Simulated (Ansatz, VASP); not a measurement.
**Ir (Ir wire along [110], 14 atoms a period): VASP beside Ansatz**

Aim: how closely do two programs agree when they are given the same cell, functional and k mesh? The structure shown is the start of the Ansatz relaxation below; VASP solves that cell, so the two are compared at the walk's first step.

Program: Ansatz 0.2.0. Level of theory: plane waves, with VASP 6.6.1 beside it; single point at PBE. Results are calculated unless marked as measured.

## (1) The starting structure

The cell holds 14 atoms: 14 Ir. Its edges and angles: a = 14.540 Å, b = 15.010 Å, c = 2.737 Å, α = 90.0°, β = 90.0°, γ = 90.0°. Vacuum lies along a and b. The structure's axis is c.

## (2) Ansatz: relaxation, PBE

Ansatz runs on its PAW soft_1 files.

The two programs are compared at the cell with which this relaxation starts, whose forces are those of its first step.

input.yaml

```yaml
crystal:
  lattice:
    - [14.54, 0.0, 0.0]
    - [0.0, 15.01, 0.0]
    - [0.0, 0.0, 2.7365032432]
  atoms:
    - { symbol: Ir, position: [0.366918845, 0.31767166, 0.0] }
    - { symbol: Ir, position: [0.366918845, 0.499983669, 0.0] }
    - { symbol: Ir, position: [0.633081155, 0.31767166, 0.0] }
    - { symbol: Ir, position: [0.633081155, 0.499983669, 0.0] }
    - { symbol: Ir, position: [0.233837689, 0.408827664, 0.5] }
    - { symbol: Ir, position: [0.233837689, 0.591139673, 0.5] }
    - { symbol: Ir, position: [0.5, 0.226515656, 0.5] }
    - { symbol: Ir, position: [0.5, 0.408827664, 0.5] }
    - { symbol: Ir, position: [0.5, 0.591139673, 0.5] }
    - { symbol: Ir, position: [0.5, 0.773451681, 0.5] }
    - { symbol: Ir, position: [0.766162311, 0.408827664, 0.5] }
    - { symbol: Ir, position: [0.766162311, 0.591139673, 0.5] }
    - { symbol: Ir, position: [0.366918845, 0.682295677, 0.0] }
    - { symbol: Ir, position: [0.633081155, 0.682295677, 0.0] }
kpoints:
  mp_grid: { grid: [1, 1, 30] }
scf:
  occupations: { method: fermi_dirac, width: 0.05 }
hamiltonian:
  xc: pbe
  pseudopotentials: { kind: paw, azcp: { folder: soft_1 } }
relax:
  cell: { fix: [a, b, alpha, beta, gamma] }
  max_steps: 45
  f_tol: 0.03
```

Started as:

```
ansatz run input.yaml --threads 4 --pin off --max-ram 16384MiB --backend cpu --events-out ev --progress --plain --runs-dir out
```

Numbers of over 12 decimals in the logs are rounded to 6 here.

Output:

```text
Engine: ansatz 0.2.0, aarch64-unknown-linux-gnu
Pseudopotentials: kind: paw
Pseudopotential: Ir, paw, valence charge 17, recommended cutoff 420 eV (normal), soft_1/Ir.paw.azcp
Functional definition: PBE
  parameter kappa = 0.804
  parameter beta = 0.066725
  exchange = pbe_x(kappa = kappa, mu = beta*pi^2/3)
  correlation = pbe_c(beta = beta)
Crystal: 14 atoms, lattice volume = 597.229 Å³
Basis set: ecut = 420 eV, 11747 PW (Γ), exchange–correlation on 200×216×40 points (8 copies of the dense FFT grid, shifted against one another)
Bands: 143, of which v1, the nominal top of the filled ones, is band 119 counted from 1 (118 counted from 0)
Symmetry: 8 space group operations
Space group: Pmmm (ITA 47), of the structure as read, at distance tolerance 8.4e-5 Å
k-points: 16 of 30
Non-local potential: Ir, projectors of the file, l = 0: 3, l = 1: 2, l = 2: 2, l = 3: 1
PAW form: soft (Blöchl's): semilocal exchange-correlation on the pseudo side does not see the compensation charge
PAW one-centre angular grid: Ir, 590 points (default); XC on 64 Gauss nodes
Initial density: superposition of atomic densities (neutral atoms: chi_scale 0, normalization atom)
Initial wavefunctions: pseudopotential atomic-orbital guess
Functional: x = pbe(κ = 0.804, μ = 0.219515), c = pbe(β = 0.066725)
SCF iter   1: F=—  HF=-167102.837471 eV  |F-HF|=—  |Δ(HF+E_count)|=         —  Δρ=3.03e-2  dr2=1.04e1  ethr=3.10e-3  ⟨swp⟩=7.9  Hψ=9644  notcnv=0  defer=19
preconditioner: auto → LDOS  [metal: Δε(μ)=0.010 eV  Ē_g=5.424 eV  σ=0.050 eV  W_gap=0.05  n_scr=106 (ndim 8)  ℏωp=17.1 eV  f_vac=0.538  D(μ)=23.43/eV (n_scr^D=190)  β→1.0]
SCF iter   2: F=—  HF=-167103.242668 eV  |F-HF|=—  |Δ(HF+E_count)|=   4.05e-1  Δρ=3.11e-2  dr2=1.29e1  ethr=3.10e-3  ⟨swp⟩=3.1  Hψ=5837  notcnv=0  defer=90
SCF iter   3: F=—  HF=-167100.421140 eV  |F-HF|=—  |Δ(HF+E_count)|=    2.82e0  Δρ=4.02e-3  dr2=1.58e-1  ethr=3.10e-3  ⟨swp⟩=2.8  Hψ=4021  notcnv=0  defer=79
SCF iter   4: F=—  HF=-167100.415657 eV  |F-HF|=—  |Δ(HF+E_count)|=   5.48e-3  Δρ=2.31e-3  dr2=7.15e-2  ethr=6.65e-5  ⟨swp⟩=3.1  Hψ=5440  notcnv=0  defer=78
SCF iter   5: F=—  HF=-167100.403714 eV  |F-HF|=—  |Δ(HF+E_count)|=   1.19e-2  Δρ=8.81e-4  dr2=6.21e-3  ethr=3.00e-5  ⟨swp⟩=2.1  Hψ=4255  notcnv=0  defer=78
SCF iter   6: F=—  HF=-167100.404521 eV  |F-HF|=—  |Δ(HF+E_count)|=   8.07e-4  Δρ=3.22e-4  dr2=1.52e-3  ethr=2.61e-6  ⟨swp⟩=3.0  Hψ=4332  notcnv=0  defer=78
SCF iter   7: F=—  HF=-167100.404476 eV  |F-HF|=—  |Δ(HF+E_count)|=   4.51e-5  Δρ=9.19e-5  dr2=2.29e-4  ethr=6.38e-7  ⟨swp⟩=2.0  Hψ=3224  notcnv=0  defer=78
SCF iter   8: F=—  HF=-167100.404470 eV  |F-HF|=—  |Δ(HF+E_count)|=   5.42e-6  Δρ=3.60e-5  dr2=1.92e-5  ethr=9.62e-8  ⟨swp⟩=2.0  Hψ=3241  notcnv=0  defer=78
SCF iter   9: F=—  HF=-167100.404009 eV  |F-HF|=—  |Δ(HF+E_count)|=   4.61e-4  Δρ=1.60e-5  dr2=2.30e-6  ethr=8.05e-9  ⟨swp⟩=3.0  Hψ=3713  notcnv=0  defer=78
SCF iter  10: F=—  HF=-167100.404010 eV  |F-HF|=—  |Δ(HF+E_count)|=   9.61e-7  Δρ=5.73e-6  dr2=5.06e-7  ethr=9.67e-10  ⟨swp⟩=2.8  Hψ=3589  notcnv=0  defer=78
SCF iter  11: F=-167100.404010 eV  HF=-167100.404010 eV  |F-HF|=4.92e-8  |Δ(HF+E_count)|=   1.77e-7  Δρ=2.03e-6  dr2=8.28e-8  ethr=4.20e-11  ⟨swp⟩=3.9  Hψ=9145  notcnv=0
SCF 1 converged in 11 iterations: F = -167100.404010 eV  dr2 = 8.28e-8
  greatest PAW one-centre occupation: 1.000 electrons in one spin orbital (limit 2), on the Ir atom at site 3 (counted from 0), in its partial waves of l = 0
relax step   1: F+E_penalty+E_count = -167100.40401022 eV  Δ(F+E_penalty+E_count) = +0.000e0 eV  max|allowed force component| = 1.753e0 eV/Å  Δτ_max = 0.0000 Å  P = -6.413 GPa  Ω = 597.229 Å³  fix = [a, b, alpha, beta, gamma]  reactions: a -5.933, b -5.365 GPa  (11 SCF iters, dr2 threshold 1.00e-7 eV, accepted)
[...]
relax step   4: F+E_penalty+E_count = -167101.44552550 eV  Δ(F+E_penalty+E_count) = -3.007e-3 eV  max|allowed force component| = 9.592e-2 eV/Å  Δτ_max = 0.0179 Å  P = -0.108 GPa  Ω = 582.078 Å³  energy of the carried Pulay correction = +2.480e-3 eV  fix = [a, b, alpha, beta, gamma]  reactions: a -0.058, b -0.123 GPa  (6 SCF iters, dr2 threshold 5.99e-7 eV, accepted)
[...]
relax step   5: F+E_penalty+E_count = -167101.44726132 eV  Δ(F+E_penalty+E_count) = -1.736e-3 eV  max|allowed force component| = 1.399e-2 eV/Å  Δτ_max = 0.0069 Å  P = -0.045 GPa  Ω = 581.705 Å³  energy of the carried Pulay correction = +2.543e-3 eV  fix = [a, b, alpha, beta, gamma]  reactions: a -0.089, b -0.043 GPa  (6 SCF iters, dr2 threshold 5.75e-7 eV, accepted)
[...]
relax step   6: F+E_penalty+E_count = -167101.44415983 eV  Δ(F+E_penalty+E_count) = +3.101e-3 eV  max|allowed force component| = 1.381e-2 eV/Å  Δτ_max = 0.0000 Å  P = -0.039 GPa  Ω = 581.705 Å³  fix = [a, b, alpha, beta, gamma]  reactions: a -0.083, b -0.039 GPa  stress off target by 4.73e-3 GPa on what of the cell is left free  SCF on the basis re-selected at this cell (its energy is not comparable with the rows above)  (7 SCF iters)
basis re-selected at this cell: Δ(F+E_penalty+E_count) = +3.101e-3 eV, ΔP = +0.006 GPa vs the last step (what re-selecting the basis moved, of the pressure what is left beyond the Pulay correction that the steps carried, after the strain that the cell walked since its last selection, with what the two solves' SCF thresholds leave and, on support functions, any second-order correction that the steps lacked; it is no measure of the basis error at this ecutwfc). The dense FFT grid was sized anew with the basis: this SCF ran on 100×108×18 points, the steps before it on 100×108×20, so part of this shift can come from that change (see relax.cell in the input reference). [rest of the remark cut]
SCF converged after 7 iterations
Free energy (F): -167101.444160 eV
Harris-Foulkes:  -167101.444160 eV  (|F-HF|=0.00e0)
Internal energy: -167101.260275 eV  (E = F + TS)
E sigma→0 (E₀):  -167101.352217 eV
Entropy (-TS):   -0.183885 eV (-13.135 meV/atom)
Fermi energy:    5.289246 eV
--- Per-component energies (eV) ---
  E_band       = -5918.080552
  E_kinetic    = 7548.965788
  E_local      = -165675.932914  (includes V_loc(G=0)·N_el)
  E_nonlocal   = 2667.490375
  E_hartree    = 78522.696255
  E_xc         = -3207.562024
  E_vxc        = -3571.337795  (∫ρ·V_xc dr)
  E_paw        = -129715.296263  (= ΣΔE_a)
  E_vpaw       = -3932.662987  (= ΣTr[D̂ρ^β])
  E_aug_tail   = 0.004863  (compensation charges beyond the density's cutoff)
  E_ewald      = 42758.373644
  E_smearing   = -0.183885  (= −TS)
  E_closure    = -0.000000  (closes the sum)
  Σ components = -167101.444160   (vs F -167101.444160, Δ=0.00e0)
--- Forces (eV/Å), atoms counted from 1 ---
  atom   1  Ir     0.01380687     0.01194602     0.00000000
  atom   2  Ir     0.00503099     0.00000000     0.00000000
  atom   3  Ir    -0.01380687     0.01194602    -0.00000000
  atom   4  Ir    -0.00503099    -0.00000000    -0.00000000
  atom   5  Ir     0.00154369    -0.00537389     0.00000000
  atom   6  Ir     0.00154369     0.00537389     0.00000000
  atom   7  Ir    -0.00000000    -0.01312315    -0.00000000
  atom   8  Ir     0.00000000    -0.01158048     0.00000000
  atom   9  Ir    -0.00000000     0.01158048    -0.00000000
  atom  10  Ir     0.00000000     0.01312315     0.00000000
  atom  11  Ir    -0.00154369    -0.00537389    -0.00000000
  atom  12  Ir    -0.00154369     0.00537389    -0.00000000
  atom  13  Ir     0.01380687    -0.01194602     0.00000000
  atom  14  Ir    -0.01380687    -0.01194602    -0.00000000
  max |Σ_I F_I| component: 3.47e-18 eV/Å
--- Stress (GPa, compression-positive) ---
       -0.083385       0.000000      -0.000000
        0.000000      -0.038627       0.000000
       -0.000000       0.000000       0.004734
  P = ⅓ Tr σ = -0.0391 GPa (-0.391 kbar)
--- Relaxed structure (5 steps of the walk, 5 accepted, 1 SCFs on fresh bases) ---
  F+E_penalty+E_count = -167101.44415983 eV   max|allowed force component| = 1.381e-2 eV/Å   (the final SCF, on the basis selected at the relaxed cell)
  cell:  # Å, volume = 581.7051 Å³
    - [14.54, 0, 0]
    - [0, 15.01, 0]
    - [0, 0, 2.665371]
  atoms:
    - { symbol: Ir, position: [0.368373, 0.319076, -4.2904933528188693e-19] }
    - { symbol: Ir, position: [0.366868, 0.499984, 0] }
    - { symbol: Ir, position: [0.631627, 0.319076, 4.2904933528188717e-19] }
    - { symbol: Ir, position: [0.633132, 0.499984, 0] }
    - { symbol: Ir, position: [0.241748, 0.407790, 0.5] }
    - { symbol: Ir, position: [0.241748, 0.592177, 0.5] }
    - { symbol: Ir, position: [0.5, 0.235003, 0.5] }
    - { symbol: Ir, position: [0.5, 0.411485, 0.5] }
    - { symbol: Ir, position: [0.5, 0.588483, 0.5] }
    - { symbol: Ir, position: [0.5, 0.764964, 0.5] }
    - { symbol: Ir, position: [0.758252, 0.407790, 0.5] }
    - { symbol: Ir, position: [0.758252, 0.592177, 0.5] }
    - { symbol: Ir, position: [0.368373, 0.680892, -4.2904933528188717e-19] }
    - { symbol: Ir, position: [0.631627, 0.680892, 4.2904933528188693e-19] }
```

[end of part 1 of 2]

[Lines on the potential files, build, host, timing and source positions are cut from VASP's logs without a mark.]

[Logs are printed without paths, hosts, clocks, repeated set-up lines and the standing remarks that a program may print on its own settings, such as how far it seeks lower states.]

[Hosts, paths, dates, database ids (printed as entryN), source tags and the programs' standing remarks are cut or masked in the printed files.]
